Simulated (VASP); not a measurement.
Crystal: PbO.

```
Pb O
1.0
     5.87600    0.00000    0.00000
     0.00000    5.47600    0.00000
     0.00000    0.00000    4.74300
Pb O
4 4
Direct
  0.76900 0.51400 0.25000
  0.23100 0.48600 0.75000
  0.76900 0.98600 0.75000
  0.23100 0.01400 0.25000
  0.13200 0.58200 0.25000
  0.86800 0.41800 0.75000
  0.13200 0.91800 0.75000
  0.86800 0.08200 0.25000
```

Base run:

```yaml
Program: VASP 6.6.1
Functional: PBE
Potentials_or_basis: VASP PAW PBE potentials, release 64 (Pb_d, O)
Cutoff: 520 eV
k_mesh: 6 × 6 × 6
Occupations: gaussian, width 0.02 eV
Spin: no spin polarisation
```

Its results: band gap on the k mesh 1.96 eV, indirect (least direct gap 2.16 eV).

**Question.** After a change of settings the same cell gave: band gap on the k mesh 1.89 eV, indirect (least direct gap 2.10 eV). Which change was it?
A. functional from PBE to PBEsol
B. functional from PBE to TB-mBJ
C. functional from PBE to r2SCAN

**Answer.** A.

Caveats: spin-orbit coupling is left out, which as a rule narrows the gap of such compounds by several tenths of an eV.
